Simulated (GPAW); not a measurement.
# CdSe (Cadmoselite) (P6_3mc) in GPAW: a series of runs

One crystal, CdSe (Cadmoselite), is run at these levels: TPSS+D4, PBE; tasks: relaxation of cell and atoms, single point.

Program: GPAW 26.7.0. These are calculated values, not measurements. Logs are shortened: lines on timing, memory, paths and dates and some standing lists are left out, and cuts for length are marked. The log counts tension as positive stress, the text compression.

**What was measured.**

A printed reference work, data compilation reports, for a bulk crystal of CdSe at 2 K: band gap 1.841 eV.

The runs below are set against these values where they give the same quantity.

### Step 1. The structure

Symmetry: P6_3mc, No. 186, hexagonal system. Conventional cell: a = 4.300 Å, b = 4.300 Å, c = 7.020 Å, α = 90.00°, β = 90.00°, γ = 120.00°. Cd (site symmetry 3m) is surrounded by 4 Se at 2.61 to 2.70 Å. Se (site symmetry 3m) has 4 Cd at 2.61 to 2.70 Å as nearest neighbours.

### Step 2. Relaxation of cell and atoms, TPSS+D4

Contents of run.py:

```python
from ase.calculators.mixing import SumCalculator
from ase.filters import FrechetCellFilter
from ase.io import read, write
from ase.optimize import FIRE
from dftd4.ase import DFTD4
from gpaw import GPAW, PW

atoms = read('CdSe.cif')

calc = GPAW(mode=PW(600),
            xc='MGGA_X_TPSS+MGGA_C_TPSS',
            kpts={'size': (5, 5, 3), 'gamma': True},
            occupations={'name': 'fermi-dirac', 'width': 0.05},
            nbands=31,
            convergence={'density': 1e-05, 'energy': 1e-05},
            eigensolver='davidson',
            maxiter=150,
            txt='gpaw.txt')
atoms.calc = SumCalculator([calc, DFTD4(method='tpss')])
opt = FIRE(FrechetCellFilter(atoms), trajectory='relax.traj', logfile='-')
done = opt.run(fmax=0.02, steps=40)
calc.write('gs.gpw')
write('result.traj', atoms)
print('Converged:', done)
print('Cell:', atoms.cell.cellpar().round(4))
print('Volume:', round(atoms.get_volume(), 4))
print(atoms.get_scaled_positions().round(5))
```

Contents of CdSe.cif:

```cif
data_CdSe
_cell_length_a 4.30000000
_cell_length_b 4.30000000
_cell_length_c 7.02000000
_cell_angle_alpha 90.00000000
_cell_angle_beta 90.00000000
_cell_angle_gamma 120.00000000
_space_group_name_H-M_alt 'P6_3mc'
_space_group_name_Hall 'P 6c -2c'
_space_group_IT_number 186
loop_
_space_group_symop_operation_xyz
'x,y,z'
'x-y,x,z+1/2'
'-y,x-y,z'
'-x,-y,z+1/2'
'-x+y,-x,z'
'y,-x+y,z+1/2'
'y,x,z+1/2'
'x,x-y,z'
'x-y,-y,z+1/2'
'-y,-x,z'
'-x,-x+y,z+1/2'
'-x+y,y,z'
loop_
_atom_site_label
_atom_site_type_symbol
_atom_site_symmetry_multiplicity
_atom_site_Wyckoff_symbol
_atom_site_fract_x
_atom_site_fract_y
_atom_site_fract_z
_atom_site_occupancy
Cd1 Cd 2 b 0.6666666667 0.3333333333 0.5000000000 1
Se1 Se 2 b 0.6666666667 0.3333333333 0.8850000000 1
```

Potentials or basis: GPAW PAW data sets (gpaw-data 1.2.1), pw.

Command:

```console
> OMP_NUM_THREADS=1 python run.py
```

gpaw.txt:

```text
__  _  _
 | _ |_)|_||  |
 |__||  | ||/\| - 26.7.0

Input parameters:
  mode=PW(ecut=600.0),
  convergence={'density': 1e-05, 'energy': 1e-05},
  eigensolver=Davidson(niter=2),
  kpts=MonkhorstPack(size=(5, 5, 3), gamma=True),
  maxiter=150,
  nbands=31,
  occupations=Occupations(name='fermi-dirac', width=0.05),
  xc=XC(name='MGGA_X_TPSS+MGGA_C_TPSS')

Diagonalizing LCAO Hamiltonian
Converting LCAO to pw mode

            Se

        Se  Cd

        Cd

Atoms  # Å, Bohr magnetons
|   | symbol |        x |        y |        z |    initial magnetic moments |
|---|--------|----------|----------|----------|-----------------------------|
| 0 |     Cd | 2.150000 | 1.241303 | 3.510000 | ( 0.0000,  0.0000,  0.0000) |
| 1 |     Cd | 0.000000 | 2.482606 | 0.000000 | ( 0.0000,  0.0000,  0.0000) |
| 2 |     Se | 2.150000 | 1.241303 | 6.212700 | ( 0.0000,  0.0000,  0.0000) |
| 3 |     Se | 0.000000 | 2.482606 | 2.702700 | ( 0.0000,  0.0000,  0.0000) |

Unit cell  # Å
| periodic |         x |        y |        z |  lengths |     angles |
|----------|-----------|----------|----------|----------|------------|
|      yes |  4.300000 | 0.000000 | 0.000000 | 4.300000 |  90.000000 |
|      yes | -2.150000 | 3.723909 | 0.000000 | 4.300000 |  90.000000 |
|      yes |  0.000000 | 0.000000 | 7.020000 | 7.020000 | 120.000000 |

Number of symmetries: 6
Symmetry operations  # r_c * U_cc + t_c -> r_c
|   | kind |            matrix            |
|---|------|------------------------------|
| 0 |  σ   |  1, 1, 0,  0,-1, 0,  0, 0, 1 |
| 1 |  E   |  1, 0, 0,  0, 1, 0,  0, 0, 1 |
| 2 |  C3  |  0, 1, 0, -1,-1, 0,  0, 0, 1 |
| 3 |  σ   |  0,-1, 0, -1, 0, 0,  0, 0, 1 |
| 4 |  σ   | -1, 0, 0,  1, 1, 0,  0, 0, 1 |
| 5 |  C3  | -1,-1, 0,  1, 0, 0,  0, 0, 1 |

BZ-sampling:
  Number of BZ points: 75
  Number of IBZ points: 12
[... 119 lines left out ...]
xc functional:
  name: MGGA_X_TPSS+MGGA_C_TPSS with 2 nearest neighbor stencil

convergence criteria:
- Maximum integral of absolute [dens]ity change: 1e-05 electrons / valence electron
- Maximum [total energy] change in last 3 cyles: 1e-05 eV / valence electron
- Maximum integral of absolute [eigenst]ate change: 4e-08 eV^2 / valence electron
maximum number of iterations: 150

SCF iterations
|iter     | |      energy | eigst |  dens |
|---------|-|-------------|-------|-------|
|iter:   1| |  101.462649 | +1.46 |       |
|iter:   2| |  -38.701204 | +0.77 | -0.75 |
|iter:   3| |  -39.307567 | -0.92 | -1.13 |
|iter:   4| |  -38.665275 | -2.01 | -1.14 |
|iter:   5| |  -38.429074 | -1.87 | -1.33 |
|iter:   6| |  -38.568211 | -1.96 | -1.54 |
|iter:   7| |  -38.555621 | -3.52 | -1.60 |
|iter:   8| |  -38.470450 | -2.81 | -1.66 |
|iter:   9| |  -38.461252 | -3.65 | -1.92 |
|iter:  10| |  -38.459370 | -4.89 | -2.01 |
|iter:  11| |  -38.455671 | -4.77 | -2.06 |
|iter:  12| |  -38.448570 | -3.64 | -2.18 |
|iter:  13| |  -38.449014 | -4.55 | -2.63 |
|iter:  14| |  -38.449131 | -5.57 | -3.32 |
|iter:  15| |  -38.449170c| -5.78 | -3.70 |
|iter:  16| |  -38.449172c| -7.17 | -4.39 |
|iter:  17| |  -38.449173c| -7.14 | -4.73 |
|iter:  18| |  -38.449173c| -8.63c| -5.30c|

Converged in 18 steps
Energy contributions relative to reference atoms: (reference = -436553.300934)
[... 40 lines left out ...]
Gap: 0.904 eV
Transition (v -> c):
  (s=0, k=0, n=17, [0.00, 0.00, 0.00]) -> (s=0, k=0, n=18, [0.00, 0.00, 0.00])
No difference between direct/indirect transitions

Stress tensor  # eV/Ang^3
|         x |         y |         z |
|-----------|-----------|-----------|
| -0.019519 |  0.000000 |  0.000000 |
|  0.000000 | -0.019519 | -0.000000 |
|  0.000000 | -0.000000 | -0.005731 |

Forces  # eV/Ang
|       x |        y |        z |
|---------|----------|----------|
| 0.00000 | -0.00000 |  0.26962 |  # Cd   0
| 0.00000 |  0.00000 |  0.26956 |  # Cd   1
| 0.00000 | -0.00000 | -0.26969 |  # Se   2
| 0.00000 | -0.00000 | -0.26960 |  # Se   3

Interpolating wave functions to new cell

            Se

        Se  Cd

        Cd

Atoms  # Å, Bohr magnetons
|   | symbol |        x |        y |        z |    initial magnetic moments |
|---|--------|----------|----------|----------|-----------------------------|
| 0 |     Cd | 2.150311 | 1.241483 | 3.509881 | ( 0.0000,  0.0000,  0.0000) |
| 1 |     Cd | 0.000000 | 2.482965 | 0.002725 | ( 0.0000,  0.0000,  0.0000) |
| 2 |     Se | 2.150311 | 1.241483 | 6.204939 | ( 0.0000,  0.0000,  0.0000) |
| 3 |     Se | 0.000000 | 2.482965 | 2.697784 | ( 0.0000,  0.0000,  0.0000) |

Unit cell  # Å
| periodic |         x |         y |         z |  lengths |     angles |
|----------|-----------|-----------|-----------|----------|------------|
|      yes |  4.300622 | -0.000000 | -0.000000 | 4.300622 |  90.000000 |
|      yes | -2.150311 |  3.724448 |  0.000000 | 4.300622 |  90.000000 |
|      yes | -0.000000 |  0.000000 |  7.014311 | 7.014311 | 120.000000 |

Number of symmetries: 6
Symmetry operations  # r_c * U_cc + t_c -> r_c
|   | kind |            matrix            |
|---|------|------------------------------|
| 0 |  σ   |  1, 1, 0,  0,-1, 0,  0, 0, 1 |
| 1 |  E   |  1, 0, 0,  0, 1, 0,  0, 0, 1 |
| 2 |  C3  |  0, 1, 0, -1,-1, 0,  0, 0, 1 |
| 3 |  σ   |  0,-1, 0, -1, 0, 0,  0, 0, 1 |
| 4 |  σ   | -1, 0, 0,  1, 1, 0,  0, 0, 1 |
| 5 |  C3  | -1,-1, 0,  1, 0, 0,  0, 0, 1 |
[... 206 lines left out ...]
Forces  # eV/Ang
|        x |        y |        z |
|----------|----------|----------|
|  0.00000 |  0.00000 |  0.24447 |  # Cd   0
| -0.00000 | -0.00000 |  0.24445 |  # Cd   1
|  0.00000 |  0.00000 | -0.24452 |  # Se   2
| -0.00000 | -0.00000 | -0.24449 |  # Se   3

Interpolating wave functions to new cell

            Se

        Se  Cd

        Cd

Atoms  # Å, Bohr magnetons
|   | symbol |        x |        y |        z |    initial magnetic moments |
|---|--------|----------|----------|----------|-----------------------------|
| 0 |     Cd | 2.150862 | 1.241801 | 3.509632 | ( 0.0000,  0.0000,  0.0000) |
| 1 |     Cd | 0.000000 | 2.483601 | 0.007911 | ( 0.0000,  0.0000,  0.0000) |
| 2 |     Se | 2.150862 | 1.241801 | 6.190129 | ( 0.0000,  0.0000,  0.0000) |
| 3 |     Se | 0.000000 | 2.483601 | 2.688412 | ( 0.0000,  0.0000,  0.0000) |

Unit cell  # Å
| periodic |         x |         y |         z |  lengths |     angles |
|----------|-----------|-----------|-----------|----------|------------|
|      yes |  4.301724 | -0.000000 | -0.000000 | 4.301724 |  90.000000 |
|      yes | -2.150862 |  3.725402 |  0.000000 | 4.301724 |  90.000000 |
|      yes | -0.000000 |  0.000000 |  7.003438 | 7.003438 | 120.000000 |

Number of symmetries: 6
Symmetry operations  # r_c * U_cc + t_c -> r_c
|   | kind |            matrix            |
|---|------|------------------------------|
| 0 |  σ   |  1, 1, 0,  0,-1, 0,  0, 0, 1 |
| 1 |  E   |  1, 0, 0,  0, 1, 0,  0, 0, 1 |
| 2 |  C3  |  0, 1, 0, -1,-1, 0,  0, 0, 1 |
| 3 |  σ   |  0,-1, 0, -1, 0, 0,  0, 0, 1 |
| 4 |  σ   | -1, 0, 0,  1, 1, 0,  0, 0, 1 |
| 5 |  C3  | -1,-1, 0,  1, 0, 0,  0, 0, 1 |
[... 442 lines left out ...]
Gap: 0.900 eV
Transition (v -> c):
  (s=0, k=0, n=17, [0.00, 0.00, 0.00]) -> (s=0, k=0, n=18, [0.00, 0.00, 0.00])
No difference between direct/indirect transitions

Stress tensor  # eV/Ang^3
|         x |         y |         z |
|-----------|-----------|-----------|
| -0.017333 | -0.000000 | -0.000000 |
| -0.000000 | -0.017333 | -0.000000 |
| -0.000000 | -0.000000 | -0.011824 |

Forces  # eV/Ang
|        x |       y |        z |
|----------|---------|----------|
|  0.00000 | 0.00000 |  0.11976 |  # Cd   0
| -0.00000 | 0.00000 |  0.11984 |  # Cd   1
|  0.00000 | 0.00000 | -0.11975 |  # Se   2
| -0.00000 | 0.00000 | -0.11987 |  # Se   3

Interpolating wave functions to new cell

            Se

            Cd
        Se

        Cd

Atoms  # Å, Bohr magnetons
|   | symbol |        x |        y |        z |    initial magnetic moments |
|---|--------|----------|----------|----------|-----------------------------|
| 0 |     Cd | 2.152035 | 1.242478 | 3.508646 | ( 0.0000,  0.0000,  0.0000) |
| 1 |     Cd | 0.000000 | 2.484956 | 0.023335 | ( 0.0000,  0.0000,  0.0000) |
| 2 |     Se | 2.152035 | 1.242478 | 6.145656 | ( 0.0000,  0.0000,  0.0000) |
| 3 |     Se | 0.000000 | 2.484956 | 2.660349 | ( 0.0000,  0.0000,  0.0000) |
[... 2202 lines left out ...]
Gap: 0.903 eV
Transition (v -> c):
  (s=0, k=0, n=17, [0.00, 0.00, 0.00]) -> (s=0, k=0, n=18, [0.00, 0.00, 0.00])
No difference between direct/indirect transitions

Stress tensor  # eV/Ang^3
|         x |         y |         z |
|-----------|-----------|-----------|
| -0.016913 | -0.000000 |  0.000000 |
| -0.000000 | -0.016913 |  0.000000 |
|  0.000000 |  0.000000 | -0.018375 |

Forces  # eV/Ang
|        x |       y |        z |
|----------|---------|----------|
| -0.00000 | 0.00000 | -0.01597 |  # Cd   0
| -0.00000 | 0.00000 | -0.01596 |  # Cd   1
|  0.00000 | 0.00000 |  0.01614 |  # Se   2
| -0.00000 | 0.00000 |  0.01614 |  # Se   3

Interpolating wave functions to new cell

            Se

            Cd
        Se

        Cd

Atoms  # Å, Bohr magnetons
|   | symbol |        x |        y |        z |    initial magnetic moments |
|---|--------|----------|----------|----------|-----------------------------|
| 0 |     Cd | 2.149122 | 1.240796 | 3.508175 | ( 0.0000,  0.0000,  0.0000) |
| 1 |     Cd | 0.000000 | 2.481592 | 0.026272 | ( 0.0000,  0.0000,  0.0000) |
| 2 |     Se | 2.149122 | 1.240796 | 6.136712 | ( 0.0000,  0.0000,  0.0000) |
| 3 |     Se | 0.000000 | 2.481592 | 2.654809 | ( 0.0000,  0.0000,  0.0000) |
[... 218 lines left out ...]
Stress tensor  # eV/Ang^3
|         x |         y |         z |
|-----------|-----------|-----------|
| -0.017275 | -0.000000 |  0.000000 |
| -0.000000 | -0.017275 |  0.000000 |
|  0.000000 |  0.000000 | -0.017881 |

Forces  # eV/Ang
|        x |        y |        z |
|----------|----------|----------|
|  0.00000 |  0.00000 | -0.00055 |  # Cd   0
| -0.00000 |  0.00000 | -0.00055 |  # Cd   1
|  0.00000 |  0.00000 |  0.00071 |  # Se   2
| -0.00000 | -0.00000 |  0.00072 |  # Se   3

# Writing to gs.gpw (mode='')
```

Run time: 13 min. Hardware: 1 thread of Intel Xeon Platinum 8488C (Sapphire Rapids), shared host; peak memory 2 GiB.

Results:

| Property | Result |
| --- | --- |
| Free energy | -40.2146 eV |
| Relaxed volume | 27.85 Å³/atom |
| Relaxed cell | a = 4.298 Å, b = 4.298 Å, c = 6.964 Å, α = 90.00°, β = 90.00°, γ = 120.00° |
| Space group after relaxing (to 0.05 Å) | P6_3mc (No. 186) |
| Energy gained by relaxing | 5.1 meV/atom |
| Ionic steps | 14 |
| Pressure after relaxing | 0.0 GPa |
| Largest force after relaxing | 0.003 eV/Å |
| Band gap on the k mesh | 0.90 eV, direct |
| Dispersion energy per atom | -0.441 eV |

Forces on the atoms (eV/Å):
```
Cd   0.000  0.000  0.003
Cd   0.000  0.000  0.003
Se   0.000  0.000 -0.003
Se   0.000  0.000 -0.003
```

Step by step:
```tsv
step	energy change (eV)	largest force (eV/Å)	pressure (GPa)	volume (Å³)
1	0.0000	0.2729	-0.40	112.41
2	-0.0039	0.2478	-0.39	112.35
3	-0.0103	0.1976	-0.37	112.23
4	-0.0166	0.1234	-0.32	112.06
5	-0.0201	0.0283	-0.23	111.83
6	-0.0191	0.0761	-0.07	111.52
7	-0.0192	0.0734	-0.07	111.51
8	-0.0194	0.0681	-0.07	111.51
9	-0.0196	0.0603	-0.07	111.50
10	-0.0199	0.0505	-0.06	111.49
11	-0.0201	0.0388	-0.06	111.48
12	-0.0204	0.0259	-0.05	111.46
13	-0.0205	0.0121	-0.05	111.44
14	-0.0206	0.0035	-0.03	111.42
```

Final structure:
```xyz
4
Lattice="4.2982 0.0000 0.0000 -2.1491 3.7224 0.0000 0.0000 0.0000 6.9638" Properties=species:S:1:pos:R:3 pbc="T T T"
Cd    2.1491    1.2408    3.5082
Cd    0.0000    2.4816    0.0263
Se    2.1491    1.2408    6.1367
Se    0.0000    2.4816    2.6548
```

Caveat: later steps reuse the first step's grids; the PAW data sets were made with another functional, which shifts forces and pressure a little. TPSS opens gaps a little over a GGA but as a rule still falls short of measured ones.

### Step 3. Single point, PBE

Contents of run.py:

```python
from ase import Atoms
from ase.dft.bandgap import bandgap
from ase.io import write
from ase.units import GPa
from gpaw import GPAW, PW

atoms = Atoms(['Cd', 'Cd', 'Se', 'Se'],
              cell=[[4.3, 0.0, 0.0],
                    [-2.15, 3.7239092363, 0.0],
                    [0.0, 0.0, 7.02]],
              scaled_positions=[[0.6666666667, 0.3333333333, 0.5],
                                [0.3333333333, 0.6666666667, 0.0],
                                [0.6666666667, 0.3333333333, 0.885],
                                [0.3333333333, 0.6666666667, 0.385]],
              pbc=True)

calc = GPAW(mode=PW(450),
            xc='PBE',
            kpts={'size': (6, 6, 3), 'gamma': True},
            occupations={'name': 'fermi-dirac', 'width': 0.05},
            nbands=31,
            maxiter=120,
            txt='gpaw.txt')
atoms.calc = calc
energy = atoms.get_potential_energy()
forces = atoms.get_forces()
stress = atoms.get_stress()
calc.write('gs.gpw')
write('result.traj', atoms)
print(f'Energy: {energy:.6f} eV')
print('Forces (eV/A):')
print(forces.round(4))
print('Stress (GPa):', (stress / GPa).round(3))
print('Fermi level:', round(calc.get_fermi_level(), 4), 'eV')
print(f'Gap: {bandgap(calc)[0]:.4f} eV, direct: {bandgap(calc, direct=True)[0]:.4f} eV')
```

Potentials or basis: GPAW PAW data sets (gpaw-data 1.2.1), pw.

Command:

```console
> OMP_NUM_THREADS=1 python run.py
```

Wall time 26 s (1 thread of Arm Neoverse V1, shared host); peak memory 0.18 GiB.

Results (log left out):

```
Free energy            : -11.2341 eV
Pressure               : 2.0 GPa
Largest force          : 0.284 eV/Å
Band gap on the k mesh : 0.70 eV, direct
```

Forces on the atoms (eV/Å):
```
Cd   0.000  0.000  0.279
Cd   0.000  0.000  0.284
Se   0.000  0.000 -0.279
Se   0.000  0.000 -0.284
```

Stress tensor (GPa, compression positive):
```
2.70 0.00 0.00
0.00 2.70 0.00
0.00 0.00 0.71
```

Levels at points of the mesh, in eV from the valence-band top:
| k point | band 16 | band 17 | band 18 | band 19 | band 20 | band 21 |
| --- | --- | --- | --- | --- | --- | --- |
| (0.00, 0.00, 0.00) | -0.01 | 0.00 | 0.00 | 0.70 | 2.11 | 5.86 |
| (0.50, 0.50, 0.00) | -1.87 | -1.24 | -0.84 | 3.22 | 3.31 | 4.80 |

Caveat: the cutoff is short for stress and forces, so pressures can be off by a GPa or more.

### Step 4. Comparison with measurements

Step 3. Measured gap of CdSe: 1.841 eV (2 K; a printed reference work, data compilation). This calculation gives 0.70 eV (-1.15 eV). So large a miss can be the level of theory's own, or it may mean another phase, state or a wrong row. Spin-orbit coupling on Cd, Se is left out. The value is that of PBE, without temperature or zero-point motion. Semilocal functionals fall short of measured gaps as a rule.
